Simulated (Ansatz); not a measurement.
## CdF2: energy along a strain

CdF2, Fm-3m, a = 5.388 Å (as given, not relaxed at this level: 5.5 GPa). Ansatz: PBE, PAW, 420 eV, Γ-centred 8×8×8 mesh on 3 atoms, Gaussian smearing 0.05 eV; no spin polarisation. Cell vectors (Å): 0.000 2.694 2.694; 2.694 0.000 2.694; 2.694 2.694 0.000. The cell is strained by x per cent times the pattern (1 -1 0 0 0 0) in the order xx yy zz yz xz xy (engineering shears), with fractional coordinates held. y is the free energy over the start, V0 = 13.035 Å³/atom. Symmetry makes y even in x.

| x (%) | y (meV/atom) |
| --- | --- |
| -4.00 | 15.08 |
| -2.00 | 3.71 |
| 0.00 | 0.00 |
| 0.50 | 0.23 |
| 1.00 | 0.93 |
| 1.50 | ? |
| 2.50 | 5.84 |
| 3.00 | 8.45 |
| 3.50 | 11.50 |

Q: Fit y = c2 x² + c4 x⁴ to the other rows, get the stiffness along the pattern, and predict the missing energy.

A: Least squares on the rows shown. y = 0.92906 x² + 0.00084349 x⁴. The clamped-ion stiffness p·C·p = 2 × 9.291 eV × 160.2 / 13.035 Å³ = 228 GPa (second derivative at the start, which stands under stress). At x = 1.50 the fit asked for gives 2.09 meV/atom. The run gave 2.08 meV/atom, so the fit is 0.01 meV/atom too high, within the rms miss on the fitted rows (0.01 meV/atom).